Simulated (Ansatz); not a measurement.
Input of an Ansatz 0.2.0 run:

File input.yaml:

```yaml
crystal:
  lattice:
    - [1.825, -5.5, 0.0]
    - [1.825, 5.5, 0.0]
    - [0.0, 0.0, 4.47]
  atoms:
    - { symbol: As, position: [0.39, 0.61, 0.56] }
    - { symbol: As, position: [0.89, 0.11, 0.94] }
    - { symbol: As, position: [0.61, 0.39, 0.44] }
    - { symbol: As, position: [0.11, 0.89, 0.06] }
kpoints:
  mp_grid: { grid: [8, 8, 6] }
scf:
  occupations: { method: fermi_dirac, width: 0.05 }
hamiltonian:
  xc: pbe
  pseudopotentials: { kind: all_electron, datasets: crystal }
output:
  forces: true
  stress: true
  eigenvalues: true
  dos: { projected: false, de: 0.1, e_range: [-14, 8] }
```

Potentials or basis: all-electron PAW datasets made for the crystal.

Run with:

```bash
$ ansatz run input.yaml --threads 2 --pin off --max-ram 6144MiB --backend cpu --events-out ev --progress --plain --runs-dir out
```

Estimate the band gap on the k mesh.

0.08 eV, indirect (least direct gap 0.15 eV).

Estimate the pressure.

3.0 GPa.

Stress tensor (GPa, compression positive):
```
3.97 0.00 0.00
0.00 2.82 0.00
0.00 0.00 2.24
```

Caveat: the program warned that the printed levels may be off, so bands, gaps and densities of states are rough; the density of states is complete only up to the lowest level of the last band computed. Expect the measured gap to be larger: semilocal functionals such as PBE lack the derivative discontinuity.
